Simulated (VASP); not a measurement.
# AgCl (Chlorargyrite) (Fm-3m) in VASP: notebook

AgCl (Chlorargyrite) is run at these levels: r2SCAN; tasks: single point.

Everything below comes from runs of VASP 6.6.1. Logs are shortened: lines on timing, memory, paths and dates and some standing lists are left out, and cuts for length are marked.

**Experimental background.**

From a printed reference work, data compilation, for a bulk crystal of AgCl: band gap 3.249 eV (indirect).

How close the calculation comes is told below.

### 1 The cell of the first run

The structure is cubic, space group Fm-3m (No. 225). Conventional cell: a = 5.433 Å, b = 5.433 Å, c = 5.433 Å, α = 90.00°, β = 90.00°, γ = 90.00°. Ag (site symmetry m-3m) has 6 Cl at 2.72 Å within 3.6 Å. Within 3.6 Å of Cl (site symmetry m-3m) lie 6 Ag at 2.72 Å.

### 2 Single point, r2SCAN (volume changed by -6%)

POSCAR reads:

```
AgCl
1.0
    0.0000000000      2.7165613226      2.7165613226
    2.7165613226      0.0000000000      2.7165613226
    2.7165613226      2.7165613226      0.0000000000
Ag Cl
1 1
Direct
    0.0000000000      0.0000000000      0.0000000000
    0.5000000000      0.5000000000      0.5000000000
```

INCAR.step1 reads:

```
ALGO     = Normal         # electronic algorithm
EDIFF    = 1E-4           # SCF threshold, eV
ENCUT    = 520            # plane-wave cutoff, eV
GGA      = PE             # functional
ISMEAR   = 0              # smearing method
LASPH    = True           # aspherical terms in the spheres
LCHARG   = False          # write CHGCAR
LREAL    = False          # projectors in reciprocal space
LWAVE    = True           # write WAVECAR
NBANDS   = 16             # bands
NELM     = 100            # most SCF steps
PREC     = Accurate       # precision mode
SIGMA    = 0.01           # smearing width, eV
```

INCAR.step2 reads:

```
ALGO     = Normal         # electronic algorithm
EDIFF    = 1E-6           # SCF threshold, eV
ENCUT    = 520            # plane-wave cutoff, eV
ISIF     = 2              # what is computed and relaxed
ISMEAR   = 0              # smearing method
ISTART   = 1            
LASPH    = True           # aspherical terms in the spheres
LCHARG   = False          # write CHGCAR
LMIXTAU  = True         
LREAL    = False          # projectors in reciprocal space
LWAVE    = False          # write WAVECAR
METAGGA  = R2SCAN         # meta-GGA
NBANDS   = 16             # bands
NELM     = 100            # most SCF steps
PREC     = Accurate       # precision mode
SIGMA    = 0.01           # smearing width, eV
```

KPOINTS reads:

```
k-points
0
Gamma
  6 6 6
```

Potentials or basis: VASP PAW PBE potentials, release 64 (Ag, Cl).

Started as:

```
$ cat potpaw_PBE.64/Ag/POTCAR potpaw_PBE.64/Cl/POTCAR > POTCAR
$ cp INCAR.step1 INCAR
$ mpirun -np 1 vasp_std > vasp.out
$ cp INCAR.step2 INCAR
$ mpirun -np 1 vasp_std > vasp.out
```

OUTCAR:

```text
EDIFF = 1E-6
   ENCUT = 520
   ISIF = 2
   ISMEAR = 0
   ISTART = 1
   LASPH = True
   LREAL = False
   METAGGA = R2SCAN
   NELM = 100
   PREC = Accurate

 ion  position               nearest neighbor table
   1  0.000  0.000  0.000-   2 2.72   2 2.72   2 2.72   2 2.72   2 2.72   2 2.72
   2  0.500  0.500  0.500-   1 2.72   1 2.72   1 2.72   1 2.72   1 2.72   1 2.72

  LATTYP: Found a face centered cubic cell.
 ALAT       =     5.4331226452

  Lattice vectors:

 A1 = (   0.0000000000,   2.7165613226,   2.7165613226)
 A2 = (   2.7165613226,   0.0000000000,   2.7165613226)
 A3 = (   2.7165613226,   2.7165613226,   0.0000000000)

Analysis of symmetry for initial positions (statically):
=====================================================================
 Subroutine PRICEL returns:
 Original cell was already a primitive cell.

 Routine SETGRP: Setting up the symmetry group for a
 face centered cubic supercell.

 Subroutine GETGRP returns: Found 48 space group operations
 (whereof 48 operations were pure point group operations)
 out of a pool of 48 trial point group operations.

The static configuration has the point symmetry O_h .

Analysis of symmetry for dynamics (positions and initial velocities):
=====================================================================
 Subroutine PRICEL returns:
 Original cell was already a primitive cell.

 Routine SETGRP: Setting up the symmetry group for a
 face centered cubic supercell.

 Subroutine GETGRP returns: Found 48 space group operations
 (whereof 48 operations were pure point group operations)
 out of a pool of 48 trial point group operations.

The dynamic configuration has the point symmetry O_h .

 Subroutine INISYM returns: Found 48 space group operations
 (whereof 48 operations are pure point group operations),
 and found     1 'primitive' translations

----------------------------------------------------------------------------------------

                                     Primitive cell

  volume of cell :      40.0948

  direct lattice vectors                    reciprocal lattice vectors
     0.000000000  2.716561323  2.716561323    -0.184056217  0.184056217  0.184056217
     2.716561323  0.000000000  2.716561323     0.184056217 -0.184056217  0.184056217
     2.716561323  2.716561323  0.000000000     0.184056217  0.184056217 -0.184056217

  length of vectors
     3.841797865  3.841797865  3.841797865     0.318794719  0.318794719  0.318794719

  position of ions in fractional coordinates (direct lattice)
     0.000000000  0.000000000  0.000000000
     0.500000000  0.500000000  0.500000000

  ion indices of the primitive-cell ions
   primitive index   ion index
                 1           1
                 2           2

----------------------------------------------------------------------------------------

 KPOINTS: k-points

Automatic generation of k-mesh.
 Grid dimensions read from file:
 generate k-points for:    6    6    6

 Generating k-lattice:

  Cartesian coordinates                     Fractional coordinates (reciprocal lattice)
    -0.030676036  0.030676036  0.030676036     0.166666667  0.000000000  0.000000000
     0.030676036 -0.030676036  0.030676036     0.000000000  0.166666667  0.000000000
     0.030676036  0.030676036 -0.030676036     0.000000000  0.000000000  0.166666667

  Length of vectors
     0.053132453  0.053132453  0.053132453

  Shift w.r.t. Gamma in fractional coordinates (k-lattice)
     0.000000000  0.000000000  0.000000000

 Subroutine IBZKPT returns following result:
 ===========================================

 Found     16 irreducible k-points:

 Following reciprocal coordinates:
            Coordinates               Weight
  0.000000  0.000000  0.000000      1.000000
  0.166667  0.000000  0.000000      8.000000
  0.333333  0.000000  0.000000      8.000000
  0.500000  0.000000  0.000000      4.000000
  0.166667  0.166667  0.000000      6.000000
  0.333333  0.166667  0.000000     24.000000
[... 8 lines left out ...]
 -0.333333  0.333333  0.166667     24.000000
 -0.333333  0.500000  0.166667     12.000000
   k-points           NKPTS =     16   k-points in BZ     NKDIM =     16   number of bands    NBANDS=     16
   number of dos      NEDOS =    301   number of ions     NIONS =      2
   total plane-waves  NPLWV =  27000
   dimension x,y,z NGX =    30 NGY =   30 NGZ =   30
   dimension x,y,z NGXF=    60 NGYF=   60 NGZF=   60
   ions per type =               1   1
   NGX,Y,Z   is equivalent  to a cutoff of  12.98, 12.98, 12.98 a.u.
   NGXF,Y,Z  is equivalent  to a cutoff of  25.96, 25.96, 25.96 a.u.
 SYSTEM =  unknown system
   PREC   = accura    normal or accurate (medium, high low for compatibility)
   ISTART =      1    job   : 0-new  1-cont  2-samecut
   ICHARG =      0    charge: 1-file 2-atom 10-const
   ISPIN  =      1    spin polarized calculation?
   LNONCOLLINEAR =      F non collinear calculations
   LSORBIT =      F    spin-orbit coupling
[... 26 lines left out ...]
  Thomas-Fermi vector in A             =   2.387382
   LORBIT       =      0    0 simple, 1 ext, 2 COOP (PROOUT), +10 PAW based schemes
   METAGGA = R2SCAN    functional components
   LHFCALC =     F    Hartree Fock is set to
   AEXX    =    0.0000 exact exchange contribution
   IVDW    =     0    specifies the selected vdW correction
   LEPSILON=     F    determine dielectric tensor
   LRPA    =     F    only Hartree local field effects (RPA)
 non-spin polarized calculation
 Gauss-broadening in eV      SIGMA  =   0.01
  energy-cutoff  :      520.00
  volume of cell :       40.09
 maximum number of plane-waves:      1106
 NGX is ok and might be reduce to    30
   NGX = 15   NGY = 15   NGZ = 15

 number of electron      18.0000000 magnetization

 Free energy of the ion-electron system (eV)
  ---------------------------------------------------
  ext. energy  EPLUGINS =         0.00000000
  ---------------------------------------------------
  free energy    TOTEN  =       -28.61569651 eV

  energy without entropy =      -28.61569651  energy(sigma->0) =      -28.61569651

 E-fermi :   4.4825     XC(G=0): -10.8554

 val. band max:        4.3594076134   @ k =   0.5000   0.0000   0.0000
 cond. band min:       5.7886497719   @ k =   0.0000   0.0000   0.0000
 fundamental gap:      1.4292421585
 Fermi energy:         4.4824868104

 k-point     1 :       0.0000    0.0000    0.0000
  band No.  band energies     occupation
      1     -11.8993      2.00000
      2       1.6399      2.00000
      3       1.6399      2.00000
      4       1.6399      2.00000
      5       1.6548      2.00000
      6       1.6548      2.00000
[... 8 lines left out ...]
     15      18.9411      0.00000
     16      18.9617      0.00000

 k-point     2 :       0.1667    0.0000    0.0000
  band No.  band energies     occupation
      1     -11.7780      2.00000
      2       0.4068      2.00000
      3       0.6095      2.00000
      4       0.6095      2.00000
      5       1.7595      2.00000
      6       1.7595      2.00000
[... 8 lines left out ...]
     15      17.0436      0.00000
     16      17.8633      0.00000

 k-point     3 :       0.3333    0.0000    0.0000
  band No.  band energies     occupation
      1     -11.5179      2.00000
      2      -0.9652      2.00000
      3      -0.1017      2.00000
      4      -0.1017      2.00000
      5       1.9683      2.00000
      6       1.9683      2.00000
[... 8 lines left out ...]
     15      17.8172      0.00000
     16      17.9234      0.00000

 k-point     4 :       0.5000    0.0000    0.0000
  band No.  band energies     occupation
      1     -11.3775      2.00000
      2      -1.5210      2.00000
      3      -0.3506      2.00000
      4      -0.3506      2.00000
      5       2.0777      2.00000
      6       2.0777      2.00000
[... 8 lines left out ...]
     15      18.7149      0.00000
     16      18.7149      0.00000
[... 172 lines left out ...]
 k-point    14 :       0.5000    0.3333    0.1667
  band No.  band energies     occupation
      1     -11.4096      2.00000
      2      -0.9020      2.00000
      3      -0.1201      2.00000
      4       0.2095      2.00000
      5       1.8639      2.00000
      6       2.0901      2.00000
[... 8 lines left out ...]
     15      19.6808      0.00000
     16      21.5087      0.00000

 k-point    15 :      -0.3333    0.3333    0.1667
  band No.  band energies     occupation
      1     -11.3378      2.00000
      2      -0.7937      2.00000
      3      -0.2428      2.00000
      4      -0.1750      2.00000
      5       2.0013      2.00000
      6       2.0795      2.00000
[... 8 lines left out ...]
     15      18.8691      0.00000
     16      20.4632      0.00000

 k-point    16 :      -0.3333    0.5000    0.1667
  band No.  band energies     occupation
      1     -11.3353      2.00000
      2      -0.4117      2.00000
      3      -0.1805      2.00000
      4       0.1243      2.00000
      5       1.9308      2.00000
      6       2.2119      2.00000
[... 8 lines left out ...]
     15      19.5224      0.00000
     16      20.1343      0.00000

------------------------ aborting loop because EDIFF is reached ----------------------------------------

  FORCE on cell =-STRESS in cart. coord.  units (eV):
  Direction    XX          YY          ZZ          XY          YZ          ZX
  --------------------------------------------------------------------------------------
  -------------------------------------------------------------------------------------
  Total        0.8921602      0.8921602      0.8921602     -0.0000000     -0.0000000     -0.0000000
  in kB       35.6504389     35.6504389     35.6504389     -0.0000000     -0.0000000     -0.0000000
  external PRESSURE =      35.6504389 kB  Pullay stress =       0.0000000 kB

 VOLUME and BASIS-vectors are now :
 -----------------------------------------------------------------------------
  energy-cutoff  :      520.00
  volume of cell :       40.09
      direct lattice vectors                 reciprocal lattice vectors
     0.000000000  2.716561323  2.716561323    -0.184056217  0.184056217  0.184056217
     2.716561323  0.000000000  2.716561323     0.184056217 -0.184056217  0.184056217
     2.716561323  2.716561323  0.000000000     0.184056217  0.184056217 -0.184056217

 POSITION                                       TOTAL-FORCE (eV/Angst)
 -----------------------------------------------------------------------------------
      0.00000      0.00000      0.00000        -0.000000      0.000000      0.000000
      2.71656      2.71656      2.71656         0.000000     -0.000000     -0.000000
 -----------------------------------------------------------------------------------
    total drift:                               -0.000000      0.000000      0.000000

  FREE ENERGIE OF THE ION-ELECTRON SYSTEM (eV)
  ---------------------------------------------------
  free  energy   TOTEN  =       -28.6156965092 eV

  energy  without entropy=      -28.6156965092  energy(sigma->0) =      -28.61569651
```

It took 33 s on 1 thread of AMD EPYC 9R45 (Zen 5), shared host; peak memory 0.14 GiB.

What came out:

| Property | Result |
| --- | --- |
| Free energy | -28.6157 eV |
| Pressure | 3.6 GPa |
| Band gap on the k mesh | 1.43 eV, indirect (least direct gap 4.07 eV) |

Caveat: the cell differs from its parent crystal (volume changed by -6%); the PAW data sets were made with another functional, which shifts forces and pressure a little. A k mesh can miss the band edges.

### 3 Single point, r2SCAN (volume changed by -3%)

POSCAR reads:

```
AgCl
1.0
    0.0000000000      2.7451588065      2.7451588065
    2.7451588065      0.0000000000      2.7451588065
    2.7451588065      2.7451588065      0.0000000000
Ag Cl
1 1
Direct
    0.0000000000      0.0000000000      0.0000000000
    0.5000000000      0.5000000000      0.5000000000
```

INCAR.step1 reads:

```
ALGO = Normal
EDIFF = 1E-4
ENCUT = 520
GGA = PE
ISMEAR = 0
LASPH = T
LCHARG = F
LREAL = F
LWAVE = T
NBANDS = 16
NELM = 60
PREC = Accurate
SIGMA = 0.01
```

INCAR.step2 reads:

```
ALGO = Normal
EDIFF = 1E-6
ENCUT = 520
ISIF = 2
ISMEAR = 0
ISTART = 1
LASPH = T
LCHARG = F
LMIXTAU = T
LREAL = F
LWAVE = F
METAGGA = R2SCAN
NBANDS = 16
NELM = 60
PREC = Accurate
SIGMA = 0.01
```

KPOINTS is that of step 2.

Potentials or basis: VASP PAW PBE potentials, release 64 (Ag, Cl).

Started as:

```
$ cat potpaw_PBE.64/Ag/POTCAR potpaw_PBE.64/Cl/POTCAR > POTCAR
$ cp INCAR.step1 INCAR
$ mpirun -np 1 vasp_std > vasp.out
$ cp INCAR.step2 INCAR
$ mpirun -np 1 vasp_std > vasp.out
```

It took 36 s on 1 thread of AMD EPYC 9R45 (Zen 5), shared host; peak memory 0.14 GiB.

It converged, with:

- Free energy: -28.6366 eV
- Pressure: 1.6 GPa
- Band gap on the k mesh: 1.42 eV, indirect (least direct gap 3.93 eV)

Levels at points of the mesh, in eV from the valence-band top:
| k point | band 7 | band 8 | band 9 | band 10 | band 11 | band 12 |
| --- | --- | --- | --- | --- | --- | --- |
| (0.00, 0.00, 0.00) | -2.56 | -2.51 | -2.51 | 1.42 | 11.33 | 11.33 |
| (0.50, 0.00, 0.00) | -1.84 | 0.00 | 0.00 | 4.63 | 7.34 | 8.21 |
| (0.50, 0.50, 0.00) | -2.05 | -2.05 | -1.91 | 2.87 | 8.31 | 9.35 |

Caveat: the cell differs from its parent crystal (volume changed by -3%); the PAW data sets were made with another functional, which shifts forces and pressure a little. A k mesh can miss the band edges.

### 4 Single point, r2SCAN

This run uses another cell than the first one, of 21.33 Å³/atom, 1.064 times its volume.

POSCAR reads:

```
AgCl
1.0
    0.0000000000      2.7731725659      2.7731725659
    2.7731725659      0.0000000000      2.7731725659
    2.7731725659      2.7731725659      0.0000000000
Ag Cl
1 1
Direct
    0.0000000000      0.0000000000      0.0000000000
    0.5000000000      0.5000000000      0.5000000000
```

INCAR.step1 reads:

```
SYSTEM = AgCl
  PREC = Accurate
  ENCUT = 520
  ISMEAR = 0
  SIGMA = 0.01
  LREAL = .FALSE.
  LASPH = .TRUE.
  NELM = 80
  NBANDS = 16
  GGA = PE
  ALGO = Normal
  EDIFF = 1E-4
  LWAVE = .TRUE.
  LCHARG = .FALSE.
```

INCAR.step2 reads:

```
SYSTEM = AgCl
  PREC = Accurate
  ENCUT = 520
  EDIFF = 1E-6
  ISMEAR = 0
  SIGMA = 0.01
  LREAL = .FALSE.
  LASPH = .TRUE.
  NELM = 80
  ALGO = Normal
  ISIF = 2
  LWAVE = .FALSE.
  LCHARG = .FALSE.
  METAGGA = R2SCAN
  LMIXTAU = .TRUE.
  NBANDS = 16
  ISTART = 1
```

KPOINTS reads:

```
regular mesh
0
G
  6 6 6
  0 0 0
```

Started as:

```
$ cat potpaw_PBE.64/Ag/POTCAR potpaw_PBE.64/Cl/POTCAR > POTCAR
$ cp INCAR.step1 INCAR
$ mpirun -np 1 vasp_std > vasp.out
$ cp INCAR.step2 INCAR
$ mpirun -np 1 vasp_std > vasp.out
```

It took 35 s on 1 thread of AMD EPYC 9R45 (Zen 5), shared host; peak memory 0.14 GiB.

It converged, with:

| Item | Value |
| --- | --- |
| Free energy | -28.6429 eV |
| Pressure | -0.1 GPa |
| Band gap on the k mesh | 1.42 eV, indirect (least direct gap 3.80 eV) |

Levels at points of the mesh, in eV from the valence-band top:
| k point | band 7 | band 8 | band 9 | band 10 | band 11 | band 12 |
| --- | --- | --- | --- | --- | --- | --- |
| (0.00, 0.00, 0.00) | -2.43 | -2.38 | -2.38 | 1.42 | 11.34 | 11.34 |
| (0.50, 0.00, 0.00) | -1.75 | 0.00 | 0.00 | 4.71 | 7.16 | 8.27 |
| (0.50, 0.50, 0.00) | -1.95 | -1.95 | -1.84 | 2.93 | 8.35 | 9.24 |

Caveat: the PAW data sets were made with another functional, which shifts forces and pressure a little.

### 5 Single point, r2SCAN (volume changed by +3%)

POSCAR reads:

```
AgCl
1.0
    0.0000000000      2.8006315058      2.8006315058
    2.8006315058      0.0000000000      2.8006315058
    2.8006315058      2.8006315058      0.0000000000
Ag Cl
1 1
Direct
    0.0000000000      0.0000000000      0.0000000000
    0.5000000000      0.5000000000      0.5000000000
```

INCAR.step1 reads:

```
  ALGO = Normal
  EDIFF = 1E-4
  ENCUT = 520
  GGA = PE
  ISMEAR = 0
  LASPH = T
  LCHARG = F
  LREAL = F
  LWAVE = T
  NBANDS = 16
  NELM = 100
  PREC = Accurate
  SIGMA = 0.01
```

INCAR.step2 reads:

```
  ALGO = Normal
  EDIFF = 1E-6
  ENCUT = 520
  ISIF = 2
  ISMEAR = 0
  ISTART = 1
  LASPH = T
  LCHARG = F
  LMIXTAU = T
  LREAL = F
  LWAVE = F
  METAGGA = R2SCAN
  NBANDS = 16
  NELM = 100
  PREC = Accurate
  SIGMA = 0.01
```

KPOINTS reads:

```
k-points
0
Gamma
  6 6 6
```

Started as:

```
$ cat potpaw_PBE.64/Ag/POTCAR potpaw_PBE.64/Cl/POTCAR > POTCAR
$ cp INCAR.step1 INCAR
$ mpirun -np 1 vasp_std > vasp.out
$ cp INCAR.step2 INCAR
$ mpirun -np 1 vasp_std > vasp.out
```

It took 34 s on 1 thread of AMD EPYC 9R45 (Zen 5), shared host; peak memory 0.14 GiB.

It converged, with:

```
Free energy            : -28.6370 eV
Pressure               : -1.5 GPa
Band gap on the k mesh : 1.43 eV, indirect (least direct gap 3.69 eV)
```

Levels at points of the mesh, in eV from the valence-band top:
| k point | band 7 | band 8 | band 9 | band 10 | band 11 | band 12 |
| --- | --- | --- | --- | --- | --- | --- |
| (0.00, 0.00, 0.00) | -2.31 | -2.26 | -2.26 | 1.43 | 11.35 | 11.35 |
| (0.50, 0.00, 0.00) | -1.68 | 0.00 | 0.00 | 4.78 | 7.00 | 8.33 |
| (0.50, 0.50, 0.00) | -1.87 | -1.87 | -1.78 | 2.98 | 8.38 | 9.13 |

Caveat: the cell differs from its parent crystal (volume changed by +3%); the PAW data sets were made with another functional, which shifts forces and pressure a little. A k mesh can miss the band edges.

### 6 Summary

| cell | gap on the mesh (eV) | pressure (GPa) |
| --- | --- | --- |
| a = 3.842 Å, angles 60.0°, 2 atoms | 1.43 | 3.6 |
| a = 3.882 Å, angles 60.0°, 2 atoms | 1.42 | 1.6 |
| a = 3.922 Å, angles 60.0°, 2 atoms | 1.42 | -0.1 |
| a = 3.961 Å, angles 60.0°, 2 atoms | 1.43 | -1.5 |

Alike in all rows: task single point; level r2SCAN; potentials or basis VASP PAW PBE potentials, release 64 (Ag, Cl); no spin polarisation; k mesh 6 × 6 × 6; cutoff (eV) 520; smearing gaussian 0.01 eV.

Caveats: the PAW data sets were made with another functional, which shifts forces and pressure a little.

Absolute energies hang on the potentials; compare differences alone.

### 7 Against experiment

Step 4. Measured gap of AgCl: 3.249 eV (indirect; a printed reference work, data compilation). This calculation gives 1.42 eV (-1.83 eV). So large a miss can be the level of theory's own, or it may mean another phase, state or a wrong row. Spin-orbit coupling on Ag is left out. The value is that of r2SCAN on a finite k mesh, which can miss the band edges, without temperature or zero-point motion.
